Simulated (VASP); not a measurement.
# Cs (I4/mmm) in VASP: notebook, part 2 of 2

VASP 6.6.1. The steps go on from the part before.

## 4. Single point, PBE

File INCAR:

```
PREC = Accurate
ENCUT = 450
EDIFF = 1E-6
ISMEAR = 1
SIGMA = 0.15
LREAL = False
LASPH = True
NELM = 100
ALGO = Normal
ISIF = 2
LWAVE = False
LCHARG = False
GGA = PE
NBANDS = 10
ADDGRID = True
```

File KPOINTS:

```
regular mesh
0
Gamma
  5 5 5
```

File POSCAR:

```
Cs
1.0
   -2.6528630000      2.7200140000      3.9488130000
    2.8833600000     -2.6988260000      4.0893020000
    2.7318000000      2.7777640000     -3.9345920000
Cs
1
Direct
    0.0073440000      0.0133040000      0.0001460000
```

Potentials or basis: VASP PAW PBE potentials, release 64 (Cs_sv).

Started as:

```sh
$ cat potpaw_PBE.64/Cs_sv/POTCAR > POTCAR
$ mpirun -np 1 vasp_std > vasp.out
```

OUTCAR:

```text
PREC = Accurate
   ENCUT = 450
   EDIFF = 1E-6
   ISMEAR = 1
   LREAL = False
   LASPH = True
   NELM = 100
   ISIF = 2
   GGA = PE

 Found     63 irreducible k-points:

 Following reciprocal coordinates:
            Coordinates               Weight
  0.000000  0.000000  0.000000      1.000000
  0.200000 -0.000000  0.000000      2.000000
  0.400000 -0.000000  0.000000      2.000000
  0.000000  0.200000  0.000000      2.000000
  0.200000  0.200000  0.000000      2.000000
  0.400000  0.200000  0.000000      2.000000
   k-points           NKPTS =     63   k-points in BZ     NKDIM =     63   number of bands    NBANDS=     10
   number of dos      NEDOS =    301   number of ions     NIONS =      1
   total plane-waves  NPLWV =  64000
   dimension x,y,z NGX =    40 NGY =   40 NGZ =   40
   dimension x,y,z NGXF=    80 NGYF=   80 NGZF=   80
   ions per type =               1
   NGX,Y,Z   is equivalent  to a cutoff of  12.13, 11.70, 12.01 a.u.
   NGXF,Y,Z  is equivalent  to a cutoff of  24.27, 23.39, 24.02 a.u.
 SYSTEM =  unknown system
   PREC   = accura    normal or accurate (medium, high low for compatibility)
   ISTART =      0    job   : 0-new  1-cont  2-samecut
   ICHARG =      2    charge: 1-file 2-atom 10-const
   ISPIN  =      1    spin polarized calculation?
   LNONCOLLINEAR =      F non collinear calculations
   LSORBIT =      F    spin-orbit coupling
   LASPH  =      T    aspherical Exc in radial PAW
   ENCUT  =  450.0 eV  33.07 Ry    5.75 a.u.   9.48  9.83  9.58*2*pi/ulx,y,z
   NELM   =    100;   NELMIN=  2; NELMDL= -5     # of ELM steps
   EDIFF  = 0.1E-05   stopping-criterion for ELM
   LREAL  =      F    real-space projection
   EDIFFG = 0.1E-04   stopping-criterion for IOM
   NSW    =      0    number of steps for IOM
   IBRION =     -1    ionic relax: 0-MD 1-quasi-New 2-CG
   NFREE  =      0    steps in history (QN), initial steepest desc. (CG)
   ISIF   =      2    stress and relaxation
   ISYM   =      2    0-nonsym 1-usesym 2-fastsym
   POTIM  = 0.5000    time-step for ionic-motion
   TEBEG  =    0.0;   TEEND  =   0.0 temperature during run
   PSTRESS=    0.0 pullay stress
   NELECT =       9.0000    total number of electrons
   NUPDOWN=      -1.0000    fix difference up-down
   EMIN   =  10.00;   EMAX   =-10.00  energy-range for DOS
   EFERMI =   0.00;   METHOD = LEGACY
   ISMEAR =     1;   SIGMA  =   0.15  broadening in eV -4-tet -1-fermi 0-gaus
   EFERMI_NEDOS =   21; number of points for ismear=-14 and -15
   IALGO  =     38    algorithm
   IMIX   =      4    mixing-type and parameters
     AMIX     =   0.40;   BMIX     =  1.00
     AMIX_MAG =   1.60;   BMIX_MAG =  1.00
  volume/ion in A,a.u.               =     123.95       836.44
  Fermi-wavevector in a.u.,A,eV,Ry     =   0.682981  1.290648  6.346621  0.466464
  Thomas-Fermi vector in A             =   1.762213
   LORBIT       =      0    0 simple, 1 ext, 2 COOP (PROOUT), +10 PAW based schemes
   GGA     = PE    functional components
   LHFCALC =     F    Hartree Fock is set to
   AEXX    =    0.0000 exact exchange contribution
   IVDW    =     0    specifies the selected vdW correction
   LEPSILON=     F    determine dielectric tensor
   LRPA    =     F    only Hartree local field effects (RPA)
 non-spin polarized calculation
 Methfessel and Paxton  Order N= 1 SIGMA  =   0.15
  energy-cutoff  :      450.00
  volume of cell :      123.95
 maximum number of plane-waves:      2710
 NGX is ok and might be reduce to    40

 number of electron       9.0000000 magnetization

 Free energy of the ion-electron system (eV)
  ---------------------------------------------------
  ext. energy  EPLUGINS =         0.00000000
  ---------------------------------------------------
  free energy    TOTEN  =        -0.86912654 eV

  energy without entropy =       -0.87068918  energy(sigma->0) =       -0.86964742

 E-fermi :   0.3359     XC(G=0):  -5.2230

 val. band max:        0.2860452809   @ k =   0.0000   0.0000   0.4000
 cond. band min:       0.3544924485   @ k =  -0.4000   0.4000  -0.0000
 fundamental gap:      0.0684471675
 Fermi energy:         0.3359308381

 k-point     1 :       0.0000    0.0000    0.0000
  band No.  band energies     occupation
      1     -23.6310      2.00000
      2     -10.3882      2.00000
      3     -10.3837      2.00000
      4     -10.3829      2.00000
      5      -1.3297      2.00000
      6       2.4853     -0.00000
      7       2.7443     -0.00000
      8       2.7972     -0.00000
      9       3.6036      0.00000
     10       3.7880      0.00000

 k-point     2 :       0.2000   -0.0000    0.0000
  band No.  band energies     occupation
      1     -23.6294      2.00000
      2     -10.4225      2.00000
      3     -10.3910      2.00000
      4     -10.3902      2.00000
      5      -0.9490      2.00000
      6       2.1096     -0.00000
      7       2.6654     -0.00000
      8       2.8780     -0.00000
      9       3.4943      0.00000
     10       3.5451      0.00000

 k-point     3 :       0.4000   -0.0000    0.0000
  band No.  band energies     occupation
      1     -23.6269      2.00000
      2     -10.4837      2.00000
      3     -10.4022      2.00000
      4     -10.3950      2.00000
      5      -0.0290      2.00311
      6       1.2606     -0.00000
      7       2.5075     -0.00000
      8       2.6606     -0.00000
      9       3.9883      0.00000
     10       4.2691      0.00000

 k-point     4 :       0.0000    0.2000    0.0000
  band No.  band energies     occupation
      1     -23.6299      2.00000
      2     -10.4202      2.00000
      3     -10.3881      2.00000
      4     -10.3859      2.00000
      5      -0.9803      2.00000
      6       1.9699     -0.00000
      7       2.7880     -0.00000
      8       2.8439     -0.00000
      9       3.5857      0.00000
     10       3.6692      0.00000

 k-point     5 :       0.2000    0.2000    0.0000
  band No.  band energies     occupation
      1     -23.6281      2.00000
      2     -10.4388      2.00000
      3     -10.4156      2.00000
      4     -10.3946      2.00000
      5      -0.4357      2.00000
      6       1.7772     -0.00000
      7       2.1480     -0.00000
      8       3.0375     -0.00000
      9       3.2764     -0.00000
     10       4.1944      0.00000

 k-point     6 :       0.4000    0.2000    0.0000
  band No.  band energies     occupation
      1     -23.6261      2.00000
      2     -10.4803      2.00000
      3     -10.4197      2.00000
      4     -10.4078      2.00000
      5       0.5085     -0.06904
      6       1.1007     -0.00000
      7       1.9575     -0.00000
      8       2.8751     -0.00000
      9       3.6676      0.00000
     10       4.1912      0.00000

 [... further k-points ...]

------------------------ aborting loop because EDIFF is reached ----------------------------------------

  FORCE on cell =-STRESS in cart. coord.  units (eV):
  Direction    XX          YY          ZZ          XY          YZ          ZX
  --------------------------------------------------------------------------------------
  -------------------------------------------------------------------------------------
  Total       -0.1338447     -0.0594646     -0.1022920     -0.0020599     -0.0035898     -0.0895289
  in kB       -1.7301009     -0.7686498     -1.3222442     -0.0266267     -0.0464027     -1.1572669
  external PRESSURE =      -1.2736649 kB  Pullay stress =       0.0000000 kB

 VOLUME and BASIS-vectors are now :
 -----------------------------------------------------------------------------
  energy-cutoff  :      450.00
  volume of cell :      123.95
      direct lattice vectors                 reciprocal lattice vectors
    -2.652863000  2.720014000  3.948813000    -0.005972949  0.181656419  0.124099719
     2.883360000 -2.698826000  4.089302000     0.174839185 -0.002819191  0.119401107
     2.731800000  2.777764000 -3.934592000     0.175719406  0.179382947 -0.005511685

 POSITION                                       TOTAL-FORCE (eV/Angst)
 -----------------------------------------------------------------------------------
      0.01928     -0.01552      0.08283         0.000000      0.000000     -0.000000
 -----------------------------------------------------------------------------------
    total drift:                                0.000000      0.000000     -0.000000

  FREE ENERGIE OF THE ION-ELECTRON SYSTEM (eV)
  ---------------------------------------------------
  free  energy   TOTEN  =        -0.8691265369 eV

  energy  without entropy=       -0.8706891766  energy(sigma->0) =       -0.86964742
```

It took 32 s on 1 thread of Intel Xeon Platinum 8488C (Sapphire Rapids), shared host; peak memory 0.37 GiB.

These settings aren't checked as converged: the numbers below hold their error.

What came out:

```
Free energy            : -0.8691 eV
Pressure               : -0.1 GPa
Band gap on the k mesh : none (metal or under the smearing width)
```

## 5. Single point, PBE

This run uses another cell than the first one, of the same volume but with other edges.

Edit INCAR of step 4 so:

```diff
@@ -6,3 +6,3 @@
 LREAL = False
-LASPH = True
+LASPH = False
 NELM = 100
@@ -14,2 +14,2 @@
 NBANDS = 10
-ADDGRID = True
+ADDGRID = False
```

KPOINTS is that of step 4.

File POSCAR:

```
Cs
1.0
   -2.7500754600      2.7500754600      4.0972389800
    2.7500754600     -2.7500754600      4.0972389800
    2.7500754600      2.7500754600     -4.0972389800
Cs
1
Direct
    0.0000000000      0.0000000000      0.0000000000
```

Potentials or basis: VASP PAW PBE potentials, release 64 (Cs_sv).

Started as:

```sh
$ cat potpaw_PBE.64/Cs_sv/POTCAR > POTCAR
$ mpirun -np 1 vasp_std > vasp.out
```

OUTCAR:

```text
PREC = Accurate
   ENCUT = 450
   EDIFF = 1E-6
   ISMEAR = 1
   LREAL = False
   LASPH = False
   NELM = 100
   ISIF = 2
   GGA = PE

 Found     18 irreducible k-points:

 Following reciprocal coordinates:
            Coordinates               Weight
  0.000000  0.000000  0.000000      1.000000
  0.200000  0.000000  0.000000      8.000000
  0.400000  0.000000  0.000000      8.000000
  0.200000  0.200000  0.000000      8.000000
  0.400000  0.200000  0.000000     16.000000
[... 151 lines left out ...]
     10       4.3030      0.00000

 [... further k-points ...]

------------------------ aborting loop because EDIFF is reached ----------------------------------------

  FORCE on cell =-STRESS in cart. coord.  units (eV):
  Direction    XX          YY          ZZ          XY          YZ          ZX
  --------------------------------------------------------------------------------------
  -------------------------------------------------------------------------------------
  Total       -0.0876195     -0.0876195     -0.1317380      0.0000000      0.0000000      0.0000000
  in kB       -1.1325846     -1.1325846     -1.7028686      0.0000000      0.0000000      0.0000000
  external PRESSURE =      -1.3226793 kB  Pullay stress =       0.0000000 kB

 VOLUME and BASIS-vectors are now :
 -----------------------------------------------------------------------------
  energy-cutoff  :      450.00
  volume of cell :      123.95
      direct lattice vectors                 reciprocal lattice vectors
    -2.750075460  2.750075460  4.097238980     0.000000000  0.181813193  0.122033399
     2.750075460 -2.750075460  4.097238980     0.181813193  0.000000000  0.122033399
     2.750075460  2.750075460 -4.097238980     0.181813193  0.181813193  0.000000000

 POSITION                                       TOTAL-FORCE (eV/Angst)
 -----------------------------------------------------------------------------------
      0.00000      0.00000      0.00000         0.000000      0.000000      0.000000
 -----------------------------------------------------------------------------------
    total drift:                               -0.000000      0.000000     -0.000000

  FREE ENERGIE OF THE ION-ELECTRON SYSTEM (eV)
  ---------------------------------------------------
  free  energy   TOTEN  =        -0.8716000889 eV

  energy  without entropy=       -0.8746834483  energy(sigma->0) =       -0.87262788
```

Wall time 9.5 s (1 thread of Intel Xeon Platinum 8488C (Sapphire Rapids), shared host); peak memory 0.22 GiB.

The run converged, but some of its settings lie outside the range that counts as converged, so its numbers aren't taken as properties of the crystal.

Results:

```yaml
Free_energy: -0.8716 eV
Pressure: -0.1 GPa
Band_gap_on_the_k_mesh: none (metal or under the smearing width)
```

## 6. Single point, PBE

INCAR is that of step 5.

KPOINTS is that of step 5.

File POSCAR:

```
Cs
1.0
   -2.6528630000      2.7200140000      3.9488130000
    2.8833600000     -2.6988260000      4.0893020000
    2.7318000000      2.7777640000     -3.9345920000
Cs
1
Direct
    0.0073440000      0.0133040000      0.0001460000
```

Potentials or basis: VASP PAW PBE potentials, release 64 (Cs_sv).

Started as:

```sh
$ cat potpaw_PBE.64/Cs_sv/POTCAR > POTCAR
$ mpirun -np 1 vasp_std > vasp.out
```

Wall time 26 s (1 thread of Intel Xeon Platinum 8488C (Sapphire Rapids), shared host); peak memory 0.25 GiB.

These settings aren't checked as converged: the numbers below hold their error.

Results:

```
Free energy            : -0.8691 eV
Pressure               : -0.1 GPa
Band gap on the k mesh : none (metal or under the smearing width)
```

## 7. The reference run

An earlier run on the cell as given: functional PBE; potentials or basis VASP PAW PBE potentials, release 64 (Cs_sv); cutoff 520 eV; k mesh 7 × 7 × 7; occupations fermi-dirac, width 0.05 eV; no spin polarisation.

* Pressure: -0.1 GPa
* Band gap on the k mesh: none (metal or under the smearing width)
